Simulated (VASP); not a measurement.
# Ag (Fm-3m) in VASP: a series of runs

The runs below take Ag through single point, with PBEsol.

All numbers are computed with VASP 6.6.1; they aren't measurements. Logs are shortened: lines on timing, memory, paths and dates and some standing lists are left out, and cuts for length are marked.

## Step 1: The crystal as given

It takes space group Fm-3m (No. 225, cubic). Conventional cell: a = 4.052 Å, b = 4.052 Å, c = 4.052 Å, α = 90.00°, β = 90.00°, γ = 90.00°. Around Ag (site symmetry m-3m) lie 12 Ag at 2.87 Å.

## Step 2: Single point, PBEsol

INCAR reads:

```
SYSTEM = Ag
ALGO     = Normal         ! electronic algorithm
EDIFF    = 1E-6           ! SCF threshold, eV
ENCUT    = 700            ! plane-wave cutoff, eV
GGA      = PS             ! functional
ISIF     = 2              ! what is computed and relaxed
ISMEAR   = 0              ! smearing method
LASPH    = .True.         ! aspherical terms in the spheres
LCHARG   = .False.        ! write CHGCAR
LREAL    = .False.        ! projectors in reciprocal space
LWAVE    = .False.        ! write WAVECAR
NBANDS   = 12             ! bands
NELM     = 80             ! most SCF steps
PREC     = Accurate       ! precision mode
SIGMA    = 0.1            ! smearing width, eV
```

KPOINTS reads:

```
k-points
0
Gamma
  18 18 18
  0 0 0
```

POSCAR reads:

```
Ag
1.0
    0.0000000000      2.0261700000      2.0261700000
    2.0261700000      0.0000000000      2.0261700000
    2.0261700000      2.0261700000      0.0000000000
Ag
1
Direct
    0.0000000000      0.0000000000      0.0000000000
```

Potentials or basis: VASP PAW PBE potentials, release 64 (Ag).

The run is started by

```console
$ cat potpaw_PBE.64/Ag/POTCAR > POTCAR
$ mpirun -np 1 vasp_std > vasp.out
```

OUTCAR:

```text
SYSTEM = Ag
   EDIFF = 1E-6
   ENCUT = 700
   GGA = PS
   ISIF = 2
   ISMEAR = 0
   LASPH = .True.
   LREAL = .False.
   NELM = 80
   PREC = Accurate

 ion  position               nearest neighbor table
   1  0.000  0.000  0.000-

  LATTYP: Found a face centered cubic cell.
 ALAT       =     4.0523400000

  Lattice vectors:

 A1 = (   0.0000000000,   2.0261700000,   2.0261700000)
 A2 = (   2.0261700000,   0.0000000000,   2.0261700000)
 A3 = (   2.0261700000,   2.0261700000,   0.0000000000)

Analysis of symmetry for initial positions (statically):
=====================================================================
 Subroutine PRICEL returns:
 Original cell was already a primitive cell.

 Routine SETGRP: Setting up the symmetry group for a
 face centered cubic supercell.

 Subroutine GETGRP returns: Found 48 space group operations
 (whereof 48 operations were pure point group operations)
 out of a pool of 48 trial point group operations.

The static configuration has the point symmetry O_h .

Analysis of symmetry for dynamics (positions and initial velocities):
=====================================================================
 Subroutine PRICEL returns:
 Original cell was already a primitive cell.

 Routine SETGRP: Setting up the symmetry group for a
 face centered cubic supercell.

 Subroutine GETGRP returns: Found 48 space group operations
 (whereof 48 operations were pure point group operations)
 out of a pool of 48 trial point group operations.

The dynamic configuration has the point symmetry O_h .

 Subroutine INISYM returns: Found 48 space group operations
 (whereof 48 operations are pure point group operations),
 and found     1 'primitive' translations

----------------------------------------------------------------------------------------

                                     Primitive cell

  volume of cell :      16.6363

  direct lattice vectors                    reciprocal lattice vectors
     0.000000000  2.026170000  2.026170000    -0.246771001  0.246771001  0.246771001
     2.026170000  0.000000000  2.026170000     0.246771001 -0.246771001  0.246771001
     2.026170000  2.026170000  0.000000000     0.246771001  0.246771001 -0.246771001

  length of vectors
     2.865437094  2.865437094  2.865437094     0.427419912  0.427419912  0.427419912

[... 83 lines left out ...]
   NFREE  =      0    steps in history (QN), initial steepest desc. (CG)
   ISIF   =      2    stress and relaxation
   ISYM   =      2    0-nonsym 1-usesym 2-fastsym
   POTIM  = 0.5000    time-step for ionic-motion
   TEBEG  =    0.0;   TEEND  =   0.0 temperature during run
   PSTRESS=    0.0 pullay stress
   NELECT =      11.0000    total number of electrons
   NUPDOWN=      -1.0000    fix difference up-down
   EMIN   =  10.00;   EMAX   =-10.00  energy-range for DOS
   EFERMI =   0.00;   METHOD = LEGACY
   ISMEAR =     0;   SIGMA  =   0.10  broadening in eV -4-tet -1-fermi 0-gaus
   EFERMI_NEDOS =   21; number of points for ismear=-14 and -15
   IALGO  =     38    algorithm
   IMIX   =      4    mixing-type and parameters
     AMIX     =   0.40;   BMIX     =  1.00
     AMIX_MAG =   1.60;   BMIX_MAG =  1.00
  volume/ion in A,a.u.               =      16.64       112.27
  Fermi-wavevector in a.u.,A,eV,Ry     =   1.426220  2.695165 27.675657  2.034103
  Thomas-Fermi vector in A             =   2.546520
   LORBIT       =      0    0 simple, 1 ext, 2 COOP (PROOUT), +10 PAW based schemes
   GGA     = PS    functional components
   LHFCALC =     F    Hartree Fock is set to
   AEXX    =    0.0000 exact exchange contribution
   IVDW    =     0    specifies the selected vdW correction
   LEPSILON=     F    determine dielectric tensor
   LRPA    =     F    only Hartree local field effects (RPA)
 non-spin polarized calculation
 Gauss-broadening in eV      SIGMA  =   0.10
  energy-cutoff  :      700.00
  volume of cell :       16.64
 maximum number of plane-waves:       725
 NGX is ok and might be reduce to    28

 number of electron      11.0000000 magnetization

 Free energy of the ion-electron system (eV)
  ---------------------------------------------------
  ext. energy  EPLUGINS =         0.00000000
  ---------------------------------------------------
  free energy    TOTEN  =        -3.31234815 eV

  energy without entropy =       -3.31137912  energy(sigma->0) =       -3.31186364

 E-fermi :   8.5291     XC(G=0): -12.5592

 val. band max:        8.4849784688   @ k =   0.5000   0.1667   0.0556
 cond. band min:       8.6766952174   @ k =   0.5000   0.3333   0.1111
 fundamental gap:      0.1917167486
 Fermi energy:         8.5291050035

 k-point     1 :       0.0000    0.0000    0.0000
  band No.  band energies     occupation
      1       0.5634      2.00000
      2       3.7173      2.00000
      3       3.7173      2.00000
      4       3.7173      2.00000
      5       4.8107      2.00000
      6       4.8107      2.00000
      7      24.6137      0.00000
      8      28.3324      0.00000
      9      28.3324      0.00000
     10      28.3324      0.00000
     11      33.2143      0.00000
     12      34.5051      0.00000
[... 331 lines left out ...]
 k-point    24 :      -0.2222    0.0556    0.0000
  band No.  band energies     occupation
      1       2.0269      2.00000
      2       3.7001      2.00000
      3       3.9745      2.00000
      4       3.9837      2.00000
      5       4.7568      2.00000
      6       5.1366      2.00000
      7      20.2960      0.00000
      8      24.9145      0.00000
      9      27.4226      0.00000
     10      30.0731      0.00000
     11      30.5365      0.00000
     12      31.5877      0.00000

 [... further k-points ...]

------------------------ aborting loop because EDIFF is reached ----------------------------------------

  FORCE on cell =-STRESS in cart. coord.  units (eV):
  Direction    XX          YY          ZZ          XY          YZ          ZX
  --------------------------------------------------------------------------------------
  -------------------------------------------------------------------------------------
  Total        0.0042152      0.0042152      0.0042152      0.0000000      0.0000000     -0.0000000
  in kB        0.4059477      0.4059477      0.4059477      0.0000000      0.0000000     -0.0000000
  external PRESSURE =       0.4059477 kB  Pullay stress =       0.0000000 kB

 VOLUME and BASIS-vectors are now :
 -----------------------------------------------------------------------------
  energy-cutoff  :      700.00
  volume of cell :       16.64
      direct lattice vectors                 reciprocal lattice vectors
     0.000000000  2.026170000  2.026170000    -0.246771001  0.246771001  0.246771001
     2.026170000  0.000000000  2.026170000     0.246771001 -0.246771001  0.246771001
     2.026170000  2.026170000  0.000000000     0.246771001  0.246771001 -0.246771001

 POSITION                                       TOTAL-FORCE (eV/Angst)
 -----------------------------------------------------------------------------------
      0.00000      0.00000      0.00000         0.000000      0.000000      0.000000
 -----------------------------------------------------------------------------------
    total drift:                               -0.000000     -0.000000     -0.000000

  FREE ENERGIE OF THE ION-ELECTRON SYSTEM (eV)
  ---------------------------------------------------
  free  energy   TOTEN  =        -3.3123481506 eV

  energy  without entropy=       -3.3113791246  energy(sigma->0) =       -3.31186364
```

stdout:

```text
POSCAR found type information on POSCAR Ag
 POSCAR found :  1 types and       1 ions
 scaLAPACK will be used
 -----------------------------------------------------------------------------
|                                                                             |
|                                                                             |
|     You enforced a specific xc type in the INCAR file but a different       |
|     I HOPE YOU KNOW WHAT YOU ARE DOING!                                     |
|                                                                             |
 -----------------------------------------------------------------------------

 LDA part: xc-table for (Slater+PW92), standard interpolation
 POSCAR, INCAR and KPOINTS ok, starting setup
 FFT: planning ... GRIDC
 FFT: planning ... GRID_SOFT
 FFT: planning ... GRID
 WAVECAR not read
 entering main loop
```

Run time: 22 s. Hardware: 1 thread of Intel Xeon 6975P-C (Granite Rapids), shared host; peak memory 0.2 GiB.

Results:

```
Free energy            : -3.3123 eV
Pressure               : 0.0 GPa
Band gap on the k mesh : none (metal or under the smearing width)
```

Caveat: the PAW data sets were made with another functional, which shifts forces and pressure a little.

## Step 3: Single point, PBEsol

INCAR: that of step 2 with these lines changed.

```diff
@@ -3,3 +3,3 @@
 EDIFF    = 1E-6           ! SCF threshold, eV
-ENCUT    = 700            ! plane-wave cutoff, eV
+ENCUT    = 520            ! plane-wave cutoff, eV
 GGA      = PS             ! functional
```

KPOINTS reads:

```
k-points
0
Gamma
  26 26 26
  0 0 0
```

POSCAR is that of step 2.

Potentials or basis: VASP PAW PBE potentials, release 64 (Ag).

The run is started by

```console
$ cat potpaw_PBE.64/Ag/POTCAR > POTCAR
$ mpirun -np 1 vasp_std > vasp.out
```

It took 24 s on 1 thread of Intel Xeon 6975P-C (Granite Rapids), shared host; peak memory 0.22 GiB.

The run converged. Its results:

```yaml
Free_energy: -3.3112 eV
Pressure: -0.1 GPa
Band_gap_on_the_k_mesh: none (metal or under the smearing width)
```

Levels at points of the mesh, in eV from the Fermi level:
| k point | band 4 | band 5 | band 6 | band 7 | band 8 | band 9 |
| --- | --- | --- | --- | --- | --- | --- |
| (0.00, 0.00, 0.00) | -4.90 | -3.81 | -3.81 | 16.00 | 19.72 | 19.72 |
| (0.50, 0.00, 0.00) | -2.97 | -2.97 | -0.56 | 3.69 | 15.24 | 18.03 |
| (0.50, 0.50, 0.00) | -2.75 | -2.75 | 1.48 | 6.87 | 10.69 | 10.69 |

Caveat: the PAW data sets were made with another functional, which shifts forces and pressure a little.
